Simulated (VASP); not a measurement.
Input of a VASP 6.6.1 run:

File INCAR:

```
SYSTEM = PbSe
PREC = Accurate
ENCUT = 600
EDIFF = 1E-7
ISMEAR = -1
SIGMA = 0.05
LREAL = .FALSE.
LASPH = .TRUE.
NELM = 80
ALGO = Normal
ISIF = 3
LWAVE = .FALSE.
LCHARG = .FALSE.
METAGGA = MS2
LMIXTAU = .TRUE.
IBRION = 2
NSW = 60
EDIFFG = -0.02
```

The input KPOINTS:

```
regular mesh
0
G
  8 8 8
  0 0 0
```

The input POSCAR:

```
PbSe
1.0
    0.0000000000      3.0606500000      3.0606500000
    3.0606500000      0.0000000000      3.0606500000
    3.0606500000      3.0606500000      0.0000000000
Pb Se
1 1
Direct
    0.0000000000      0.0000000000      0.0000000000
    0.5000000000      0.5000000000      0.5000000000
```

Potentials or basis: VASP PAW PBE potentials, release 64 (Pb_d, Se).

The run is started by

```sh
$ cat potpaw_PBE.64/Pb_d/POTCAR potpaw_PBE.64/Se/POTCAR > POTCAR
$ mpirun -np 1 vasp_std > vasp.out
```

Task: Predict the relaxed volume.

Result: 28.90 Å³/atom.

Task: Estimate the band gap on the k mesh.

Result: 0.40 eV, direct.

Task: Predict the space group after relaxing (to 0.05 Å).

Result: Fm-3m (No. 225).

The path:
```csv
step,energy change (eV),largest force (eV/Å),pressure (GPa),volume (Å³)
1,0.0000,0.0000,0.42,57.34
2,-0.0005,0.0000,-0.15,57.96
3,-0.0006,0.0000,-0.01,57.80
```

Caveat: the PAW data sets were made with another functional, which shifts forces and pressure a little; spin-orbit coupling is left out, which as a rule narrows the gap of such compounds by several tenths of an eV.

The cell as given is a measured one (28.67 Å³/atom); MS2 puts the equilibrium volume +0.8 % from it, thermal expansion not counted.
